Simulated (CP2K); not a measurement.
**BAs under changes of volume**

One of the cells (13.626 Å³/atom); the others are scaled copies at fixed shape and fractional positions:

```
As B
1.0
     3.37785    0.00000    0.00000
     1.68892    2.92530    0.00000
     1.68892    0.97510    2.75800
As B
1 1
Cartesian
  5.0668 2.9253 2.0685
  0.0000 0.0000 0.0000
```

- Program: CP2K 2026.2
- Functional: r2SCAN
- Potentials or basis: POTENTIAL_UZH As GTH-SCAN-q5, B GTH-SCAN-q3; TZVP-MOLOPT-SCAN-GTH basis
- Density cutoff: 9184 eV
- k mesh: 10 × 10 × 10
- Occupations: fermi-dirac, width 0.05 eV
- Spin: no spin polarisation

```csv
volume (Å³/atom),energy over the lowest point (meV/atom),pressure (GPa),gap on the mesh (eV)
12.809,17.40,8.4,1.36
13.081,6.14,4.9,1.38
13.354,0.54,1.8,1.40
13.626,0.00,-1.1,1.42
13.899,4.09,-3.6,1.44
14.171,?,?,?
14.444,24.24,-8.1,1.47
```

What does the run at 14.171 Å³/atom give?

Energy over the lowest point 12.28 meV/atom; pressure -6.0 GPa; gap on the mesh 1.45 eV.

Worked out: A Birch-Murnaghan fit of order 3 (a polynomial in V^(-2/3)) to the other rows has its minimum at 13.52 Å³/atom with B0 = V·E''(V) = 139 GPa and B' = 4.2. It gives 12.28 meV/atom at 14.171 Å³/atom, against the run's 12.28, and -dE/dV = -6.0 GPa, against -6.0. A straight line through the other rows of the gap, of slope 0.928 eV per unit of ln V, gives 1.45 eV, against the run's 1.45.

Energies are extrapolated to zero smearing.

Caveats: the basis of atomic orbitals isn't converged, which shifts pressures, moduli and gaps.

A mesh can miss the band edges. Spin-orbit coupling on As is left out.
